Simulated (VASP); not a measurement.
# BN (P6_3/mmc) in VASP: a series of runs, part 2 of 2

VASP 6.6.1. The steps go on from the part before.

## 3. Phonons, PBE

Input file POSCAR:

```
BN
1.0
    2.4982400000      0.0000000000      0.0000000000
   -1.2491200000      2.1635393048      0.0000000000
    0.0000000000      0.0000000000      6.6357000000
N B
2 2
Direct
    0.6666666667      0.3333333333      0.2500000000
    0.3333333333      0.6666666667      0.7500000000
    0.6666666667      0.3333333333      0.7500000000
    0.3333333333      0.6666666667      0.2500000000
```

Input file INCAR.step1:

```
ALGO = Fast
EDIFF = 1E-8
EDIFFG = -0.002
ENCUT = 600
GGA = PE
IBRION = 2
ISIF = 3
ISMEAR = 0
LASPH = T
LCHARG = F
LREAL = F
LWAVE = F
NELM = 80
NSW = 40
PREC = Accurate
SIGMA = 0.02
```

Input file INCAR.step2:

```
ALGO = Fast
EDIFF = 1E-8
ENCUT = 600
GGA = PE
IBRION = 8
ISIF = 2
ISMEAR = 0
LASPH = T
LCHARG = F
LREAL = F
LWAVE = F
NELM = 80
NSW = 1
PREC = Accurate
SIGMA = 0.02
```

Input file KPOINTS:

```
k-points
0
Gamma
  9 9 3
```

Potentials or basis: VASP PAW PBE potentials, release 64 (N, B).

Command:

```sh
> cat potpaw_PBE.64/N/POTCAR potpaw_PBE.64/B/POTCAR > POTCAR
> cp INCAR.step1 INCAR
> mpirun -np 1 vasp_std > vasp.out
> cp CONTCAR POSCAR
> cp INCAR.step2 INCAR
> mpirun -np 1 vasp_std > vasp.out
```

OUTCAR:

```text
EDIFF = 1E-8
   ENCUT = 600
   GGA = PE
   IBRION = 8
   ISIF = 2
   ISMEAR = 0
   LASPH = T
   LREAL = F
   NELM = 80
   NSW = 1
   PREC = Accurate

 ion  position               nearest neighbor table
   1  0.667  0.333  0.250-   4 1.45   4 1.45   4 1.45
   2  0.333  0.667  0.750-   3 1.45   3 1.45   3 1.45
   3  0.667  0.333  0.750-   2 1.45   2 1.45   2 1.45
   4  0.333  0.667  0.250-   1 1.45   1 1.45   1 1.45

  LATTYP: Found a hexagonal cell.
[... 640 lines left out ...]
  4Y     0.000000   40.287137    0.000000    0.000000   -0.013221    0.000000    0.000000    0.022620    0.000000    0.000000  -40.296536    0.000000
  4Z     0.000000   -0.000000   13.786878    0.000000    0.000000   -0.527095   -0.000000    0.000000    0.572468    0.000000    0.000000  -13.832250

 Eigenvectors and eigenvalues of the dynamical matrix
 ----------------------------------------------------

   1 f  =   40.186420 THz   252.498724 2PiTHz 1340.474685 cm-1   166.197604 meV
             X         Y         Z           dx          dy          dz
      1.256125  0.725224  1.911074    -0.000001   -0.466759   -0.000000
     -0.000000  1.450448  5.733223     0.000001    0.466759    0.000000
      1.256125  0.725224  5.733223    -0.000001   -0.531165   -0.000000
     -0.000000  1.450448  1.911074     0.000001    0.531165   -0.000000
[... 71 lines left out ...]
  12 f/i=    0.002226 THz     0.013987 2PiTHz    0.074254 cm-1     0.009206 meV
             X         Y         Z           dx          dy          dz
      1.256125  0.725224  1.911074     0.000000    0.000000    0.531215
     -0.000000  1.450448  5.733223     0.000000    0.000000    0.531215
      1.256125  0.725224  5.733223     0.000000    0.000000    0.466702
     -0.000000  1.450448  1.911074     0.000000    0.000000    0.466702

--------------------------------------------------------------------------------------------------------

 ELASTIC MODULI CONTR FROM IONIC RELAXATION (kBar)
 Direction    XX          YY          ZZ          XY          YZ          ZX
 --------------------------------------------------------------------------------
 XX        -362.1064    362.1064      0.0000      0.0000      0.0000      0.0000
 YY         362.1064   -362.1064     -0.0000     -0.0000     -0.0000      0.0000
 ZZ           0.0000     -0.0000     -0.0000     -0.0000     -0.0000      0.0000
 XY           0.0000     -0.0000     -0.0000   -362.1064      0.0000      0.0000
 YZ           0.0000     -0.0000     -0.0000      0.0000     -0.0000      0.0000
 ZX           0.0000      0.0000      0.0000      0.0000      0.0000      0.0000
 --------------------------------------------------------------------------------
```

OUTCAR.step1:

```text
EDIFF = 1E-8
   EDIFFG = -0.002
   ENCUT = 600
   GGA = PE
   IBRION = 2
   ISIF = 3
   ISMEAR = 0
   LASPH = T
   LREAL = F
   NELM = 80
   NSW = 40
   PREC = Accurate

[... 1132 lines left out ...]
  free energy    TOTEN  =       -35.19983163 eV

  energy without entropy =      -35.19983163  energy(sigma->0) =      -35.19983163

 E-fermi :   1.3535     XC(G=0):  -9.1287

 val. band max:        1.1818532419   @ k =   0.3333   0.3333   0.3333
 cond. band min:       5.7354233641   @ k =   0.4444   0.1111   0.0000
 fundamental gap:      4.5535701222
 Fermi energy:         1.3535095759
[... 389 lines left out ...]
  FREE ENERGIE OF THE ION-ELECTRON SYSTEM (eV)
  ---------------------------------------------------
  free  energy   TOTEN  =       -35.1998316266 eV

  energy  without entropy=      -35.1998316266  energy(sigma->0) =      -35.19983163

 reached required accuracy - stopping structural energy minimisation
```

Wall time 4.3 min (1 thread of Intel Xeon Platinum 8488C (Sapphire Rapids), shared host); peak memory 0.28 GiB.

Results:

* Relaxed volume: 10.45 Å³/atom
* Relaxed cell: a = 2.512 Å, b = 2.512 Å, c = 7.644 Å, α = 90.00°, β = 90.00°, γ = 120.00°
* Space group after relaxing (to 0.05 Å): P6_3/mmc (No. 194)
* Highest phonon frequency at Γ, LO-TO splitting left out: 1340 cm⁻¹

Step by step:
| step | energy change (eV) | largest force (eV/Å) | pressure (GPa) | volume (Å³) |
| --- | --- | --- | --- | --- |
| 1 | 0.0000 | 0.0000 | 4.98 | 35.87 |
| 2 | 0.0153 | 0.0000 | -6.39 | 37.33 |
| 3 | -0.0092 | 0.0000 | 0.45 | 36.41 |
| 4 | -0.0131 | 0.0000 | 0.40 | 36.66 |
| 5 | -0.0231 | 0.0000 | 0.30 | 37.41 |
| 6 | -0.0368 | 0.0000 | 0.19 | 38.91 |
| 7 | -0.0464 | 0.0000 | 0.09 | 41.90 |
| 8 | -0.0464 | 0.0000 | 0.10 | 41.77 |
| 9 | -0.0456 | 0.0000 | -1.12 | 41.98 |
| 10 | -0.0464 | 0.0000 | 0.00 | 41.78 |

Final structure:
```
CELL_PARAMETERS angstrom
2.51225 0.00000 0.00000
-1.25613 2.17567 0.00000
0.00000 0.00000 7.64430
ATOMIC_POSITIONS crystal
N 0.66667 0.33333 0.25000
N 0.33333 0.66667 0.75000
B 0.66667 0.33333 0.75000
B 0.33333 0.66667 0.25000
```

Phonon frequencies in cm⁻¹ (negative: imaginary):
```csv
q point,frequencies
"(0.000, 0.000, 0.000)",0 0 0 23 23 53 769 801 1340 1340 1340 1340
```

Caveat: the volume moved by over 15 % at a fixed basis, so the end points are rough; this functional lacks dispersion, which binds the layers, so the pressure and a relaxed spacing across them are unreliable, and here the layers came unbound.

## 4. Elastic constants, PBE

POSCAR is that of step 3.

Input file INCAR.step1:

```
SYSTEM = BN
PREC = Accurate ; ENCUT = 600
EDIFF = 1E-8 ; ISMEAR = 0
SIGMA = 0.02 ; LREAL = .FALSE.
LASPH = .TRUE. ; NELM = 80
ALGO = Normal ; ISIF = 3
LWAVE = .FALSE. ; LCHARG = .FALSE.
GGA = PE ; IBRION = 2
NSW = 40 ; EDIFFG = -0.002
```

Input file INCAR.step2:

```
SYSTEM = BN
PREC = Accurate ; ENCUT = 600
EDIFF = 1E-8 ; ISMEAR = 0
SIGMA = 0.02 ; LREAL = .FALSE.
LASPH = .TRUE. ; NELM = 80
ALGO = Normal ; ISIF = 3
LWAVE = .FALSE. ; LCHARG = .FALSE.
GGA = PE ; IBRION = 6
NFREE = 2 ; POTIM = 0.015
NSW = 1
```

Input file KPOINTS:

```
Automatic mesh
0
G
  9 9 3
  0 0 0
```

Command:

```sh
> cat potpaw_PBE.64/N/POTCAR potpaw_PBE.64/B/POTCAR > POTCAR
> cp INCAR.step1 INCAR
> mpirun -np 1 vasp_std > vasp.out
> cp CONTCAR POSCAR
> cp INCAR.step2 INCAR
> mpirun -np 1 vasp_std > vasp.out
```

Run time: 5.5 min. Hardware: 1 thread of Intel Xeon Platinum 8488C (Sapphire Rapids), shared host; peak memory 0.24 GiB.

Results (log left out):

- Relaxed volume: 10.44 Å³/atom
- Relaxed cell: a = 2.512 Å, b = 2.512 Å, c = 7.642 Å, α = 90.00°, β = 90.00°, γ = 120.00°
- Space group after relaxing (to 0.05 Å): P6_3/mmc (No. 194)
- Voigt bulk modulus: 206 GPa
- Highest phonon frequency at Γ, LO-TO splitting left out: 1341 cm⁻¹

The path:
| step | energy change (eV) | largest force (eV/Å) | pressure (GPa) | volume (Å³) |
| --- | --- | --- | --- | --- |
| 1 | 0.0000 | 0.0000 | 4.97 | 35.87 |
| 2 | 0.0153 | 0.0000 | -6.40 | 37.33 |
| 3 | -0.0092 | 0.0000 | 0.44 | 36.42 |
| 4 | -0.0131 | 0.0000 | 0.40 | 36.66 |
| 5 | -0.0231 | 0.0000 | 0.30 | 37.41 |
| 6 | -0.0368 | 0.0000 | 0.18 | 38.91 |
| 7 | -0.0464 | 0.0000 | 0.07 | 41.90 |
| 8 | -0.0464 | 0.0000 | 0.08 | 41.75 |
| 9 | -0.0459 | 0.0000 | -0.96 | 41.94 |
| 10 | -0.0464 | 0.0000 | 0.00 | 41.77 |

Final structure:
```
N B
1.0
     2.51225    0.00000    0.00000
    -1.25613    2.17568    0.00000
     0.00000    0.00000    7.64162
N B
2 2
Direct
  0.66667 0.33333 0.25000
  0.33333 0.66667 0.75000
  0.66667 0.33333 0.75000
  0.33333 0.66667 0.25000
```

Phonon frequencies in cm⁻¹ (negative: imaginary):
```tsv
q point	frequencies
(0.000, 0.000, 0.000)	0 0 0 20 20 53 769 801 1341 1341 1341 1341
```

Elastic tensor in Voigt notation (GPa, in the Cartesian axes of the cell as first typed):
```
757 169   0   0   0   0
169 757   0   0   0   0
  0   0   6   0   0   0
  0   0   0   1   0   0
  0   0   0   0   1   0
  0   0   0   0   0 294
```

Clamped-ion elastic tensor (GPa):
```
784 142   0   0   0   0
142 784   0   0   0   0
  0   0   6   0   0   0
  0   0   0   1   0   0
  0   0   0   0   1   0
  0   0   0   0   0 321
```

Caveat: the volume moved by over 15 % at a fixed basis, so the end points are rough; this functional lacks dispersion, which binds the layers, so the pressure and a relaxed spacing across them are unreliable, and here the layers came unbound.

## 5. Chemical shielding, PBE

Input file INCAR:

```
SYSTEM = BN
ALGO = Normal
DQ = 0.001
EDIFF = 1E-8
ENCUT = 520
GGA = PE
ICHIBARE = 1
ISIF = 2
ISMEAR = 0
LASPH = .True.
LCHARG = .False.
LCHIMAG = .True.
LNMR_SYM_RED = .True.
LREAL = .False.
LWAVE = .False.
NELM = 60
PREC = Accurate
SIGMA = 0.02
```

Input file KPOINTS:

```
k-points
0
Gamma
  9 9 3
  0 0 0
```

POSCAR is that of step 4.

Potentials or basis: VASP PAW PBE potentials, release 64 (N, B).

Command:

```sh
> cat potpaw_PBE.64/N/POTCAR potpaw_PBE.64/B/POTCAR > POTCAR
> mpirun -np 1 vasp_std > vasp.out
```

OUTCAR:

```text
SYSTEM = BN
   EDIFF = 1E-8
   ENCUT = 520
   GGA = PE
   ISIF = 2
   ISMEAR = 0
   LASPH = .True.
   LREAL = .False.
   NELM = 60
   PREC = Accurate

 ion  position               nearest neighbor table
   1  0.667  0.333  0.250-   4 1.44   4 1.44   4 1.44
   2  0.333  0.667  0.750-   3 1.44   3 1.44   3 1.44
   3  0.667  0.333  0.750-   2 1.44   2 1.44   2 1.44
   4  0.333  0.667  0.250-   1 1.44   1 1.44   1 1.44

  LATTYP: Found a hexagonal cell.
 ALAT       =     2.4982400000
 C/A-ratio  =     2.6561499296

  Lattice vectors:

 A1 = (   2.4982400000,   0.0000000000,   0.0000000000)
 A2 = (  -1.2491200000,   2.1635393048,   0.0000000000)
 A3 = (   0.0000000000,   0.0000000000,   6.6357000000)

Analysis of symmetry for initial positions (statically):
=====================================================================
 Subroutine PRICEL returns:
 Original cell was already a primitive cell.

 Routine SETGRP: Setting up the symmetry group for a
 hexagonal supercell.

 Subroutine GETGRP returns: Found 24 space group operations
 (whereof 12 operations were pure point group operations)
 out of a pool of 24 trial point group operations.

The static configuration has the point symmetry D_3d.
 The point group associated with its full space group is D_6h.

Analysis of symmetry for dynamics (positions and initial velocities):
=====================================================================
 Subroutine PRICEL returns:
 Original cell was already a primitive cell.

 Routine SETGRP: Setting up the symmetry group for a
 hexagonal supercell.

 Subroutine GETGRP returns: Found 24 space group operations
 (whereof 12 operations were pure point group operations)
 out of a pool of 24 trial point group operations.

The dynamic configuration has the point symmetry D_3d.
 The point group associated with its full space group is D_6h.

 Subroutine INISYM returns: Found 24 space group operations
 (whereof 12 operations are pure point group operations),
 and found     1 'primitive' translations

----------------------------------------------------------------------------------------

                                     Primitive cell

  volume of cell :      35.8662

  direct lattice vectors                    reciprocal lattice vectors
     2.498240000  0.000000000  0.000000000     0.400281798  0.231102804  0.000000000
    -1.249120000  2.163539305  0.000000000     0.000000000  0.462205608  0.000000000
[... 491 lines left out ...]
  band No.  band energies     occupation
      1     -11.6863      2.00000
      2     -11.6863      2.00000
      3      -5.6619      2.00000
      4      -5.5818      2.00000
      5      -4.8483      2.00000
      6      -4.8483      2.00000
      7       2.2877      2.00000
      8       2.2877      2.00000
      9       7.0222      0.00000
     10       7.0222      0.00000
     11      13.6790      0.00000
     12      15.1822      0.00000

  FORCE on cell =-STRESS in cart. coord.  units (eV):
  Direction    XX          YY          ZZ          XY          YZ          ZX
  --------------------------------------------------------------------------------------
  -------------------------------------------------------------------------------------
  Total        1.4088114      1.4088114      0.6371385      0.0000000      0.0000000      0.0000000
  in kB       62.9329013     62.9329013     28.4615643      0.0000000      0.0000000      0.0000000
  external PRESSURE =      51.4424557 kB  Pullay stress =       0.0000000 kB

 VOLUME and BASIS-vectors are now :
 -----------------------------------------------------------------------------
  energy-cutoff  :      520.00
  volume of cell :       35.87
      direct lattice vectors                 reciprocal lattice vectors
     2.498240000  0.000000000  0.000000000     0.400281798  0.231102804  0.000000000
    -1.249120000  2.163539305  0.000000000     0.000000000  0.462205608  0.000000000
     0.000000000  0.000000000  6.635700000     0.000000000  0.000000000  0.150700002

 POSITION                                       TOTAL-FORCE (eV/Angst)
 -----------------------------------------------------------------------------------
      1.24912      0.72118      1.65892         0.000000      0.000000      0.000000
     -0.00000      1.44236      4.97677        -0.000000     -0.000000      0.000000
      1.24912      0.72118      4.97677         0.000000      0.000000      0.000000
     -0.00000      1.44236      1.65892        -0.000000      0.000000      0.000000
 -----------------------------------------------------------------------------------
    total drift:                                0.000000     -0.000000      0.000000

  FREE ENERGIE OF THE ION-ELECTRON SYSTEM (eV)
  ---------------------------------------------------
  free  energy   TOTEN  =       -35.1468834245 eV

  energy  without entropy=      -35.1468834245  energy(sigma->0) =      -35.14688342

------------------------ aborting loop because EDIFF is reached ----------------------------------------

  Approximate magnetic susceptibility, pGv (10^-6 cm^3/mole)
     1        -19.735309          0.000000          0.000000
     2          0.000000        -19.777048          0.000000
     3          0.000000         -0.000000        -32.306733
 -------------------------------------------------------------
  Approximate magnetic susceptibility, vGv (10^-6 cm^3/mole)
     1        -17.384719          0.000000          0.000000
     2          0.000000        -17.428066          0.000000
     3          0.000000          0.000000        -34.663586

         principal value                      axis
       (10^-6 cm^3/mole)           x,          y,          z
      --------------------------------------------------------
              -34.663586      0.0000      0.0000      1.0000
              -17.428066      0.0000      1.0000      0.0000
              -17.384719      1.0000      0.0000      0.0000
 -------------------------------------------------------------

 -------------------------------------------------------------
  G=0 CONTRIBUTION TO CHEMICAL SHIELDING (field along BDIR)
  using pGv susceptibility, excluding core contribution
 -------------------------------------------------------------
   BDIR                X                 Y                 Z
 -------------------------------------------------------------
     1          7.654659          0.000000          0.000000
     2          0.000000          7.670848         -0.000000
     3          0.000000          0.000000         12.530689
 -------------------------------------------------------------

  Core NMR properties

  typ  El   Core shielding (ppm)
 ----------------------------
    1  N      235.7769540
    2  B      165.2617643
 ----------------------------

  Core contribution to magnetic susceptibility:     -0.69  10^-6 cm^3/mole
 --------------------------------------------------------------------------

  CSA tensor (J. Mason, Solid State Nucl. Magn. Reson. 2, 285 (1993))
  for chemical shielding  (including the isotropic core contribution)

  BDIR labels direction of applied magnetic field (i.e. B0)
  For BDIR==1, B0 along x-axis, etc.
  Induced field listed along cartesian directions for each BDIR
 ------------------------------------------------------------------------------------------
                 EXCLUDING G=0 CONTRIBUTION              INCLUDING G=0 CONTRIBUTION
 ------------------------------------------------------------------------------------------
  ion  BDIR            X           Y           Z                X           Y           Z
          (   iso_shield        span        skew ) (   iso_shield        span        skew )
 ------------------------------------------------------------------------------------------
    1     1      34.3914     -0.0000     -0.0000          42.3139     -0.0000     -0.0000
          2      -0.0000     34.3962      0.0000          -0.0000     42.3349      0.0000
          3       0.0000      0.0000    254.5305           0.0000      0.0000    267.3291
          (     107.7727    220.1391      1.0000 ) (     117.3260    225.0152      0.9998 )
[... 11 lines left out ...]
    4     1      44.9537      0.0000      0.0000          52.8763      0.0000      0.0000
          2       0.0000     44.9550     -0.0000           0.0000     52.8937     -0.0000
          3       0.0000     -0.0000     83.3529           0.0000      0.0000     96.1515
          (      57.7539     38.3992      0.9999 ) (      67.3072     43.2752      0.9992 )
 ------------------------------------------------------------------------------------------
  IF SPAN.EQ.0, THEN SKEW IS ILL-DEFINED
 ------------------------------------------------------------------------------------------
```

stdout:

```text
POSCAR found type information on POSCAR N B
 POSCAR found :  2 types and       4 ions
 scaLAPACK will be used
 LDA part: xc-table for (Slater+PW92), standard interpolation
 POSCAR, INCAR and KPOINTS ok, starting setup
 FFT: planning ... GRIDC
 FFT: planning ... GRID_SOFT
[... 29 lines left out ...]
BDIR= 3  IDIR= 1  IQ= -1
BDIR= 3  IDIR= 1  IQ=  0
BDIR= 3  IDIR= 1  IQ=  1
BDIR= 3  IDIR= 2  IQ= -1
BDIR= 3  IDIR= 2  IQ=  0
BDIR= 3  IDIR= 2  IQ=  1
RLQ:   1    -0.308983260244E+00   -0.30898E+00   -0.98101E-02  1175   0.879E+00
RLQ:   2    -0.356049099980E+00   -0.47066E-01   -0.24193E-02  1663   0.111E+00
RLQ:   3    -0.356600948569E+00   -0.55185E-03   -0.58133E-04  1713   0.108E-01
RLQ:   4    -0.356623463306E+00   -0.22515E-04   -0.48131E-05  1682   0.177E-02
RLQ:   5    -0.356624541045E+00   -0.10777E-05   -0.13439E-06  1510   0.319E-03
RLQ:   6    -0.356624599235E+00   -0.58190E-07   -0.10383E-07   943   0.770E-04
RLQ:   7    -0.356624604194E+00   -0.49587E-08   -0.84039E-09   719   0.274E-04
```

Run time: 4.6 min. Hardware: 1 thread of Intel Xeon Platinum 8488C (Sapphire Rapids), shared host; peak memory 0.24 GiB.

Chemical shielding (ppm):
```tsv
atom	isotropic	span	skew
1 N	117	225	1.00
2 N	117	225	1.00
3 B	67	43	1.00
4 B	67	43	1.00
```

Caveat: this functional lacks dispersion, which binds the layers, so the pressure and a relaxed spacing across them are unreliable.

## 6. The reference run

An earlier run on the cell as given: functional PBE; potentials or basis VASP PAW PBE potentials, release 64 (N, B); cutoff 520 eV; k mesh 12 × 12 × 4; occupations fermi-dirac, width 0.05 eV; no spin polarisation.

- Pressure: 5.1 GPa
- Band gap on the k mesh: 4.29 eV, indirect (least direct gap 4.66 eV)

## 7. Summary

| task | cell | k mesh | cutoff (eV) | smearing | ions in elastic constants | gap on the mesh (eV) | pressure (GPa) |
| --- | --- | --- | --- | --- | --- | --- | --- |
| core levels | as given | 12 × 12 × 4 | 520 | gaussian 0.02 eV | - | 4.29 | 5.2 |
| phonons | relaxed | 9 × 9 × 3 | 600 | gaussian 0.02 eV | - | - | - |
| elastic constants | relaxed | 9 × 9 × 3 | 600 | gaussian 0.02 eV | relaxed | - | - |
| chemical shielding | as given | 9 × 9 × 3 | 520 | gaussian 0.02 eV | - | - | - |
| single point | as given | 12 × 12 × 4 | 520 | fermi-dirac 0.05 eV | - | 4.29 | 5.1 |

Alike in all rows: level PBE; potentials or basis VASP PAW PBE potentials, release 64 (N, B); no spin polarisation.

Caveats: this functional lacks dispersion, which binds the layers, so the pressure and a relaxed spacing across them are unreliable (some runs); the volume moved by over 15 % at a fixed basis, so the end points are rough (some runs); this functional lacks dispersion, which binds the layers, so the pressure and a relaxed spacing across them are unreliable, and here the layers came unbound (some runs).

Total energies depend on the potentials used, so only differences within one code and one set of settings carry meaning.
